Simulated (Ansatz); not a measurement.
**¹⁷⁷Hf nuclear quadrupole resonance in HfO2 under strain**

Cell: an entry of the Crystallography Open Database (COD), relaxed with PBE at fixed cell and then changed (z compressed by 3 %, ions relaxed).

```
Hf O
1.0
     5.11800    0.00000    0.00000
     0.00000    5.18570    0.00000
    -0.85866    0.00000    5.05745
Hf O
4 8
Direct
  0.27614 0.04021 0.20802
  0.72386 0.54021 0.29198
  0.72386 0.95979 0.79198
  0.27614 0.45979 0.70802
  0.44618 0.75935 0.48575
  0.55382 0.25935 0.01425
  0.55382 0.24065 0.51425
  0.44618 0.74065 0.98575
  0.08114 0.35929 0.31876
  0.91886 0.85929 0.18124
  0.91886 0.64071 0.68124
  0.08114 0.14071 0.81876
```

Sites (sets of like atoms) are named by element and the number of their first atom in this list.

The numbers come from a DFT calculation in Ansatz (PBE, plane waves and PAW, scalar-relativistic, 420 eV cutoff, Γ-centred 6×6×6 k-points, Fermi–Dirac smearing 0.02 eV).

¹⁷⁷Hf: I = 7/2, Q = 3365 mb (year-2017 value). Static lattice, zero field.

Task: At which frequencies do the ¹⁷⁷Hf NQR lines lie?

Result: For I = 7/2 and η = 0 the lines are |C_Q|/14 times 1, 2 and 3; η shifts the lowest up most.

```tsv
site	atoms	V_zz (10²¹ V/m²)	C_Q (MHz)	η	line frequencies (MHz)
Hf	1, 2, 3, 4	16.06	1307	0.08	95.2, 186.1, 279.8
```

Task: And for ¹⁷⁹Hf (I = 9/2, Q = 3793 mb) on Hf?

Result: C_Q scales with Q to 1473 MHz, with lines at 64.4, 121.9, 183.9, 245.4 MHz.

Without spin–orbit coupling the gradients at and beside Hf can be off by some per cent, at some sites by more. At this changed cell the PBE pressure is 10 GPa.

The relaxation (6 steps) took 64 s of wall time (4.1 min of CPU time) and 1.1 GiB at its peak, on 4 threads of Arm Neoverse V2 (aarch64; 8 cores open to the job, memory cap 8.0 GiB, no GPU), a shared host with a load of 0.3 a core.
